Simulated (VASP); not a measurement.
# ZnS (P6_3mc) in VASP: further runs, part 2 of 2

VASP 6.6.1. Earlier steps stand in the parts before.

## (3) Single point, LDA

This run uses another cell than the first one, of 18.58 Å³/atom.

Contents of INCAR:

```
PREC     = Accurate       # precision mode
ENCUT    = 520            # plane-wave cutoff, eV
EDIFF    = 1E-6           # SCF threshold, eV
ISMEAR   = -1             # smearing method
SIGMA    = 0.05           # smearing width, eV
LREAL    = False          # projectors in reciprocal space
LASPH    = True           # aspherical terms in the spheres
NELM     = 80             # most SCF steps
ALGO     = Normal         # electronic algorithm
ISIF     = 2              # what is computed and relaxed
LWAVE    = False          # write WAVECAR
LCHARG   = True           # write CHGCAR
GGA      = CA             # functional
LELF     = True           # ELF
LVHAR    = True         
NBANDS   = 66             # bands
```

Contents of KPOINTS:

```
Automatic mesh
0
Gamma
  8 8 2
```

Contents of POSCAR:

```
ZnS
1.0
    3.7428328406      0.0000000000      0.0000000000
   -1.8714164203      3.2413883221      0.0000000000
    0.0000000000      0.0000000000     18.3747985657
Zn S
6 6
Direct
    0.3333333333      0.6666666667      0.8333004282
    0.6666666667      0.3333333333      0.3333004282
    0.6666666667      0.3333333333      0.6668810679
    0.3333333333      0.6666666667      0.1668810679
    0.0000000000      0.0000000000      0.5000261413
    0.0000000000      0.0000000000      0.0000261413
    0.3333333333      0.6666666667      0.9580886880
    0.6666666667      0.3333333333      0.4580886880
    0.6666666667      0.3333333333      0.7916168628
    0.3333333333      0.6666666667      0.2916168628
    0.0000000000      0.0000000000      0.6250868117
    0.0000000000      0.0000000000      0.1250868117
```

Potentials or basis: VASP PAW LDA potentials, release 64 (Zn, S).

Started as:

```bash
cat potpaw_LDA.64/Zn/POTCAR potpaw_LDA.64/S/POTCAR > POTCAR
mpirun -np 1 vasp_std > vasp.out
```

It took 12 min on 1 thread of Intel Xeon 8259CL, shared host; peak memory 0.38 GiB.

It converged, with:

```
Free energy            : -49.2352 eV
Pressure               : 0.4 GPa
Band gap on the k mesh : 2.18 eV
```

Levels at points of the mesh, in eV from the valence-band top:
| k point | band 52 | band 53 | band 54 | band 55 | band 56 | band 57 |
| --- | --- | --- | --- | --- | --- | --- |
| (0.00, 0.00, 0.00) | -0.04 | 0.00 | 0.00 | 2.18 | 3.15 | 3.26 |
| (0.50, 0.00, 0.00) | -1.40 | -1.23 | -0.97 | 3.23 | 3.31 | 3.40 |
| (0.00, 0.00, 0.50) | -0.08 | -0.08 | -0.08 | 2.68 | 2.68 | 3.19 |
| (0.50, 0.00, 0.50) | -1.36 | -1.09 | -1.09 | 3.13 | 3.13 | 3.66 |

## (4) Single point, PBE

This run uses another cell than the first one, of 18.82 Å³/atom.

Contents of INCAR:

```
ALGO = Normal
EDIFF = 1E-7
ENCUT = 520
GGA = PE
ISIF = 2
ISMEAR = -1
LASPH = True
LCHARG = True
LELF = True
LREAL = False
LVHAR = True
LWAVE = False
NBANDS = 66
NELM = 100
PREC = Accurate
SIGMA = 0.05
```

Contents of KPOINTS:

```
k-points
0
Gamma
  8 8 2
```

Contents of POSCAR:

```
ZnS
1.0
    3.7604801709      0.0000000000      0.0000000000
   -1.8802400855      3.2566713584      0.0000000000
    0.0000000000      0.0000000000     18.4373916028
Zn S
6 6
Direct
    0.3333333333      0.6666666667      0.8333300000
    0.6666666667      0.3333333333      0.3333300000
    0.6666666667      0.3333333333      0.6666700000
    0.3333333333      0.6666666667      0.1666700000
    0.0000000000      0.0000000000      0.5000000000
    0.0000000000      0.0000000000      0.0000000000
    0.3333333333      0.6666666667      0.9583300000
    0.6666666667      0.3333333333      0.4583300000
    0.6666666667      0.3333333333      0.7916700000
    0.3333333333      0.6666666667      0.2916700000
    0.0000000000      0.0000000000      0.6250000000
    0.0000000000      0.0000000000      0.1250000000
```

Potentials or basis: VASP PAW PBE potentials, release 64 (Zn, S).

Started as:

```bash
cat potpaw_PBE.64/Zn/POTCAR potpaw_PBE.64/S/POTCAR > POTCAR
mpirun -np 1 vasp_std > vasp.out
```

Wall time 7.3 min (1 thread of Intel Xeon Platinum 8259CL at 2.50GHz (Skylake/Cascade Lake), shared host); peak memory 0.45 GiB.

Results (log left out):

| Item | Value |
| --- | --- |
| Free energy | -40.8165 eV |
| Pressure | 5.8 GPa |
| Largest force | 0.036 eV/Å |
| Band gap on the k mesh | 2.35 eV |

Forces on the atoms (eV/Å):
```
Zn   0.000  0.000  0.004
Zn   0.000  0.000  0.004
Zn   0.000  0.000  0.022
Zn   0.000  0.000  0.022
Zn   0.000  0.000 -0.004
Zn   0.000  0.000 -0.004
S    0.000  0.000 -0.036
S    0.000  0.000 -0.036
S    0.000  0.000 -0.009
S    0.000  0.000 -0.009
S    0.000  0.000  0.024
S    0.000  0.000  0.024
```

Stress tensor (GPa, compression positive):
```
5.78 0.00 0.00
0.00 5.78 0.00
0.00 0.00 5.86
```

Levels at points of the mesh, in eV from the valence-band top:
```
           k point  band 50  band 51  band 52  band 53  band 54  band 55  band 56  band 57  band 58  band 59
(0.00, 0.00, 0.00)    -0.26    -0.26    -0.03     0.00     0.00     2.35     3.31     3.41     3.43     3.54
(0.50, 0.00, 0.00)    -1.59    -1.36    -1.35    -1.17    -0.94     3.45     3.53     3.60     3.89     4.01
(0.00, 0.00, 0.50)    -0.51    -0.07    -0.07    -0.07    -0.07     2.83     2.83     3.35     3.35     3.66
(0.50, 0.00, 0.50)    -1.73    -1.30    -1.30    -1.06    -1.06     3.35     3.35     3.85     3.85     4.14
```

Caveat: the cell stands under pressure.

## (5) Single point, revPBE+D4

This run uses another cell than the first one, of 19.22 Å³/atom.

Contents of INCAR:

```
SYSTEM = ZnS
PREC = Accurate
ENCUT = 520
EDIFF = 1E-6
ISMEAR = -1
SIGMA = 0.05
LREAL = .False.
LASPH = .True.
NELM = 100
ALGO = Normal
ISIF = 2
LWAVE = .False.
LCHARG = .True.
GGA = RE
IVDW = 13
LELF = .True.
LVHAR = .True.
NBANDS = 66
```

Contents of KPOINTS:

```
regular mesh
0
Gamma
  8 8 2
  0 0 0
```

Contents of POSCAR:

```
ZnS
1.0
    3.7856022678      0.0000000000      0.0000000000
   -1.8928011339      3.2784277325      0.0000000000
    0.0000000000      0.0000000000     18.5845571922
Zn S
6 6
Direct
    0.3333333333      0.6666666667      0.8332762740
    0.6666666667      0.3333333333      0.3332762740
    0.6666666667      0.3333333333      0.6668729260
    0.3333333333      0.6666666667      0.1668729260
    0.0000000000      0.0000000000      0.5000546443
    0.0000000000      0.0000000000      0.0000546443
    0.3333333333      0.6666666667      0.9580726144
    0.6666666667      0.3333333333      0.4580726144
    0.6666666667      0.3333333333      0.7916314213
    0.3333333333      0.6666666667      0.2916314213
    0.0000000000      0.0000000000      0.6250921200
    0.0000000000      0.0000000000      0.1250921200
```

Started as:

```bash
cat potpaw_PBE.64/Zn/POTCAR potpaw_PBE.64/S/POTCAR > POTCAR
mpirun -np 1 vasp_std > vasp.out
```

Run time: 10 min. Hardware: 1 thread of Intel Xeon Platinum 8259CL at 2.50GHz (Skylake/Cascade Lake), shared host; peak memory 0.46 GiB.

It converged, with:

```
Free energy                : -44.2486 eV
Pressure                   : 0.1 GPa
Largest force              : 0.004 eV/Å
Band gap on the k mesh     : 2.37 eV
Dispersion energy per atom : -0.572 eV
```

Forces on the atoms (eV/Å):
```
Zn   0.000  0.000 -0.004
Zn   0.000  0.000 -0.004
Zn   0.000  0.000  0.001
Zn   0.000  0.000  0.001
Zn   0.000  0.000 -0.003
Zn   0.000  0.000 -0.003
S    0.000  0.000  0.002
S    0.000  0.000  0.002
S    0.000  0.000  0.002
S    0.000  0.000  0.002
S    0.000  0.000  0.003
S    0.000  0.000  0.003
```

Levels at points of the mesh, in eV from the valence-band top:
```
           k point  band 50  band 51  band 52  band 53  band 54  band 55  band 56  band 57  band 58  band 59
(0.00, 0.00, 0.00)    -0.25    -0.25    -0.03     0.00     0.00     2.37     3.36     3.42     3.48     3.55
(0.50, 0.00, 0.00)    -1.54    -1.30    -1.30    -1.13    -0.91     3.54     3.65     3.69     3.97     4.11
(0.00, 0.00, 0.50)    -0.49    -0.07    -0.07    -0.07    -0.07     2.84     2.84     3.41     3.41     3.69
(0.50, 0.00, 0.50)    -1.66    -1.26    -1.26    -1.02    -1.02     3.46     3.46     3.94     3.94     4.23
```

Caveat: the PAW data sets were made with another functional, which shifts forces and pressure a little.

## (6) Summary

| level | potentials or basis | cell | gap on the mesh (eV) | pressure (GPa) |
| --- | --- | --- | --- | --- |
| BLYP | VASP PAW PBE potentials, release 64 (Zn, S) | a = 3.917, b = 3.917, c = 19.222 Å, angles 90.0, 90.0, 120.0°, 12 atoms, atomic positions A | 1.79 | 0.1 |
| LDA | VASP PAW LDA potentials, release 64 (Zn, S) | a = 3.743, b = 3.743, c = 18.375 Å, angles 90.0, 90.0, 120.0°, 12 atoms, atomic positions B | 2.18 | 0.4 |
| PBE | VASP PAW PBE potentials, release 64 (Zn, S) | a = 3.760, b = 3.760, c = 18.437 Å, angles 90.0, 90.0, 120.0°, 12 atoms, atomic positions C | 2.35 | 5.8 |
| revPBE+D4 | VASP PAW PBE potentials, release 64 (Zn, S) | a = 3.786, b = 3.786, c = 18.585 Å, angles 90.0, 90.0, 120.0°, 12 atoms, atomic positions D | 2.37 | 0.1 |

Alike in all rows: task single point; no spin polarisation; k mesh 8 × 8 × 2; cutoff (eV) 520; smearing fermi-dirac 0.05 eV.

Caveats: the PAW data sets were made with another functional, which shifts forces and pressure a little (at least some runs); the cell stands under pressure (at least some runs).

Absolute energies hang on the potentials; compare differences alone.

## (7) Against experiment

Step 2. A measured gap of ZnS is 3.911 eV (direct; 4 K; a printed reference work, monograph); the calculated 1.79 eV misses it by -2.12 eV. So large a miss can be the level of theory's own, or it may mean another phase, state or a wrong row. The value is that of BLYP on a finite k mesh, which can miss the band edges, without temperature or zero-point motion. Semilocal functionals fall short of measured gaps as a rule.

Step 3. Against the measured gap of ZnS, 3.911 eV (direct; 4 K; a printed reference work, monograph), the calculated 2.18 eV is off by -1.73 eV. The value is that of LDA on a finite k mesh, which can miss the band edges, without temperature or zero-point motion. Semilocal functionals fall short of measured gaps as a rule.

Step 5. Measured gap of ZnS: 3.911 eV (direct; 4 K; a printed reference work, monograph). This calculation gives 2.37 eV (-1.54 eV). The value is that of revPBE+D4 on a finite k mesh, which can miss the band edges, without temperature or zero-point motion. Semilocal functionals fall short of measured gaps as a rule.
